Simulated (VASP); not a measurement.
PbSe: single point with PBE+D3(BJ)

The system is PbSe.

```
Pb Se
1.0
    -0.25303    3.06709    3.06709
     3.06709   -0.25303    3.06709
     2.81405    2.81405    0.00000
Pb Se
1 1
Cartesian
  0.0000 0.0000 0.0000
  2.8141 2.8141 3.0671
```

Measurements of this composition are mostly on another form, of space group No. 225.

The cell isn't the ideal one: engineering shear strain xy -0.1650, equal normal strain along x and y +0.0000.

```
Program             : VASP 6.6.1
Task                : single point
Functional          : PBE
Dispersion          : D3(BJ)
Potentials or basis : VASP PAW PBE potentials, release 64 (Pb_d, Se)
Cutoff              : 520 eV
k mesh              : 10 × 10 × 10
Occupations         : gaussian, width 0.03 eV
Spin                : no spin polarisation
```

| Quantity | Value |
| --- | --- |
| Pressure | -0.1 GPa |
| Band gap on the k mesh | none (metal or under the smearing width) |
| Dispersion energy per atom | -0.369 eV |

Stress tensor (GPa, compression positive):
```
 0.14  2.82  0.00
 2.82  0.14  0.00
 0.00  0.00 -0.50
```

Levels at points of the mesh, in eV from the Fermi level:
```
           k point  band 7  band 8  band 9  band 10  band 11  band 12  band 13  band 14
(0.00, 0.00, 0.00)   -6.47   -2.43   -1.92    -1.11     4.55     4.79     5.02     5.56
(0.50, 0.00, 0.00)   -9.05   -1.45   -0.92     0.27     0.46     2.01     2.56     8.13
(0.50, 0.50, 0.00)   -7.54   -4.95   -3.90    -2.28     4.01     5.60     5.89     5.94
(0.00, 0.00, 0.50)   -8.51   -1.74   -1.57    -0.33    -0.29     1.19     1.67     8.57
(0.50, 0.00, 0.50)   -7.34   -4.93   -3.18    -3.15     3.73     4.53     5.62     6.28
```

Run time: 120 s on 1 thread of Intel(R) Xeon(R) Platinum 8488C (Sapphire Rapids), with other jobs on the host, peak memory 0.31 GiB.

Caveat: pairwise dispersion overbinds metals, which lowers pressure and volume. The run has no spin-orbit coupling, so splittings on Pb are missing.
